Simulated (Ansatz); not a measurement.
The calculation used DFT PBE, scalar-relativistic, plane waves, PAW (Ansatz 0.2.0). All cells share a 420 eV cutoff and Γ-centred k meshes spaced at most about 0.3 Å⁻¹ (about 0.25 or finer for metals, 2π included). No spin polarisation.

Temperature and zero-point effects are left out.

Question: Which of these relaxed structures of Mg3Zn2O3 is the lowest in energy?
A.

```
CELL_PARAMETERS angstrom
3.02541 0.00000 0.00000
-1.51271 2.62008 0.00000
0.00000 0.00000 11.76627
ATOMIC_POSITIONS crystal
Mg 0.00000 0.00000 0.98976
Mg 0.66667 0.33333 0.40853
Mg 0.33333 0.66667 0.19991
Zn 0.00000 0.00000 0.62356
Zn 0.33333 0.66667 0.79919
O 0.33333 0.66667 0.50463
O 0.66667 0.33333 0.09121
O 0.00000 0.00000 0.29920
```

B.

```
CELL_PARAMETERS angstrom
2.96955 0.00000 0.00000
0.00000 2.96955 0.00000
0.00000 0.00000 20.90479
ATOMIC_POSITIONS crystal
Mg 0.00000 0.50000 0.94865
Mg 0.00000 0.50000 0.15391
Mg 0.00000 0.50000 0.74234
Mg 0.50000 0.00000 0.84609
Mg 0.50000 0.00000 0.05135
Mg 0.50000 0.00000 0.25766
Zn 0.00000 0.50000 0.37761
Zn 0.50000 0.00000 0.62239
Zn 0.00000 0.50000 0.54293
Zn 0.50000 0.00000 0.45707
O 0.00000 0.50000 0.84586
O 0.00000 0.50000 0.25694
O 0.00000 0.50000 0.05131
O 0.50000 0.00000 0.94869
O 0.50000 0.00000 0.15414
O 0.50000 0.00000 0.74306
```

C.

```
CELL_PARAMETERS angstrom
-1.47136 1.47136 11.07102
1.47136 -1.47136 11.07102
1.47136 1.47136 -11.07102
ATOMIC_POSITIONS crystal
Mg 0.00000 0.00000 0.00000
Mg 0.40160 0.40160 0.00000
Mg 0.59840 0.59840 0.00000
Zn 0.78565 0.78565 0.00000
Zn 0.21435 0.21435 0.00000
O 0.90219 0.90219 0.00000
O 0.09781 0.09781 0.00000
O 0.50000 0.50000 0.00000
```

Answer: B. The next of these, C, lies 85 meV/atom higher. Forms: B P4/nmm; C I4/mmm; A P3m1. Counting O atoms around Mg and Zn (those within 1.25 times the shortest such distance or 1.15 times the sum of covalent radii, 1.27 where that leaves under three; the shortest distance is added where it exceeds 1.18 times the sum of covalent radii; a slash parts the counts of unlike sites): B has Mg 5/6, Zn 1 from 2.5 Å/4 from 4.7 Å; C has Mg 5/6, Zn 1 from 2.6 Å; A has Mg 3/6, Zn 3 from 2.2 Å/1+3 from 3.5 Å. All come from invented guesses.

Cells relaxed within their symmetry can be saddle points. Some structure types and database cells were kept out of the candidates from the start, so a known form may be missing.
